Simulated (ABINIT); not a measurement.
Crystal: ZnSe (Stilleite).

```
CELL_PARAMETERS angstrom
0.00000 2.83380 2.83380
2.83380 0.00000 2.83380
2.83380 2.83380 0.00000
ATOMIC_POSITIONS crystal
Se 0.75000 0.75000 0.75000
Zn 0.00000 0.00000 0.00000
```

| Property | Result |
| --- | --- |
| Program | ABINIT 10.8.3 (patched build) |
| Task | relaxation of cell and atoms |
| Functional | PBE |
| Potentials or basis | PseudoDojo NC SR PBE v0.4.1 standard |
| Cutoff | 1061 eV |
| k mesh | 6 × 6 × 6 |
| Occupations | fermi-dirac, width 0.05 eV |
| Spin | no spin polarisation |

At the start: pressure 2.1 GPa; volume 22.76 Å³/atom.

Problem. How do energy, volume and symmetry change on relaxing?

Solution. Over 4 steps the energy falls by 5.1 meV/atom and the volume is 23.56 Å³/atom (+3.5 %); space group F-43m (No. 216, to 0.05 Å).

The path:
| step | energy change (eV) | largest force (eV/Å) | pressure (GPa) | volume (Å³) |
| --- | --- | --- | --- | --- |
| 1 | 0.0000 | 0.0000 | 2.14 | 45.51 |
| 2 | -0.0035 | 0.0000 | 1.67 | 45.81 |
| 3 | -0.0101 | 0.0000 | 0.26 | 46.91 |
| 4 | -0.0103 | 0.0000 | 0.00 | 47.12 |

Final structure:
```cif
data_structure
_symmetry_space_group_name_H-M 'P 1'
_symmetry_Int_Tables_number 1
_cell_length_a 4.0543
_cell_length_b 4.0543
_cell_length_c 4.0543
_cell_angle_alpha 60.000
_cell_angle_beta 60.000
_cell_angle_gamma 60.000
_cell_volume 47.12
loop_
_atom_site_label
_atom_site_type_symbol
_atom_site_fract_x
_atom_site_fract_y
_atom_site_fract_z
_atom_site_occupancy
Se1 Se 0.75000 0.75000 0.75000 1
Zn1 Zn 0.00000 0.00000 0.00000 1
```
